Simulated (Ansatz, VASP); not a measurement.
CdTe: VASP beside Ansatz

```xyz
2
Lattice="0.0000 3.3087 3.3087 3.3087 0.0000 3.3087 3.3087 3.3087 0.0000" Properties=species:S:1:pos:R:3 pbc="T T T"
Cd    0.0000    0.0000    0.0000
Te    1.6543    1.6543    1.6543
```

Alike in both runs: functional PBE; k mesh 8 × 8 × 8; occupations gaussian, width 0.02 eV; no spin polarisation.

Ansatz relaxed the structure, and its values are those at the end. VASP's run is a single point on that final structure, the one shown.

```csv
,VASP,Ansatz
version,VASP 6.6.1,Ansatz 0.2.0
potentials or method,"VASP PAW PBE potentials, release 64 (Cd, Te)","scalar-relativistic, plane waves, PAW"
plane-wave cutoff (eV),520,420
valence electrons in the cell,18,36
```

```tsv
	VASP	Ansatz	Ansatz less VASP
gap on the k mesh at the Fermi level (eV)	0.58	0.59	+0.002
least direct gap on the mesh (eV)	0.58	0.59	+0.002
pressure (GPa)	0.1	0.0	-0.11
```

The two sets of potentials don't hold the same shells in valence.

Caveats: spin-orbit coupling is left out, which moves the levels of the heavy elements.
